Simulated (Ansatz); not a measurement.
# Si16H: the cost of one run

All numbers below are computed with Ansatz 0.2.0 (DFT PBE, plane waves, PAW, scalar-relativistic, collinear spin).

### 1 The system as given

The cell holds 17 atoms (HSi16): a = 7.679 Å, b = 7.679 Å, c = 7.679 Å, α = 60.00°, β = 60.00°, γ = 60.00°.

Its coordinates follow in the input file.

### 2 End point A

File input.yaml:

```yaml
crystal:
  lattice:
    - [0.0, 5.43, 5.43]
    - [5.43, 0.0, 5.43]
    - [5.43, 5.43, 0.0]
  atoms:
    - { symbol: Si, position: [0.0, 0.0, 0.0] }
    - { symbol: Si, position: [0.125, 0.125, 0.125] }
    - { symbol: Si, position: [0.0, 0.0, 0.5] }
    - { symbol: Si, position: [0.125, 0.125, 0.625] }
    - { symbol: Si, position: [0.0, 0.5, 0.0] }
    - { symbol: Si, position: [0.125, 0.625, 0.125] }
    - { symbol: Si, position: [0.0, 0.5, 0.5] }
    - { symbol: Si, position: [0.125, 0.625, 0.625] }
    - { symbol: Si, position: [0.5, 0.0, 0.0] }
    - { symbol: Si, position: [0.625, 0.125, 0.125] }
    - { symbol: Si, position: [0.5, 0.0, 0.5] }
    - { symbol: Si, position: [0.625, 0.125, 0.625] }
    - { symbol: Si, position: [0.5, 0.5, 0.0] }
    - { symbol: Si, position: [0.625, 0.625, 0.125] }
    - { symbol: Si, position: [0.5, 0.5, 0.5] }
    - { symbol: Si, position: [0.625, 0.625, 0.625] }
    - { symbol: H, position: [0.5662325, 0.8110572, 0.8137012], spin: 1.0 }
magnetization:
  spin_polarized: true
basis:
  ecutwfc: 420.0
kpoints:
  mp_grid: { grid: [2, 2, 2] }
hamiltonian:
  xc: pbe
scf:
  occupations: { method: gaussian, width: 0.02 }
  lower_state_search: "off"
relax:
  f_tol: 0.03
  max_steps: 60
  adjacent_minimum: "off"
```

The run is started by

```bash
$ ansatz run input.yaml --threads 2 --pin off --max-ram 5120MiB --backend cpu --events-out ev --progress --plain --runs-dir out
```

Q: Estimate wall time and peak memory on 2 threads of AMD EPYC 9R14 (Zen 4), shared host.

About 50 s, with a peak of 0.75 GiB.
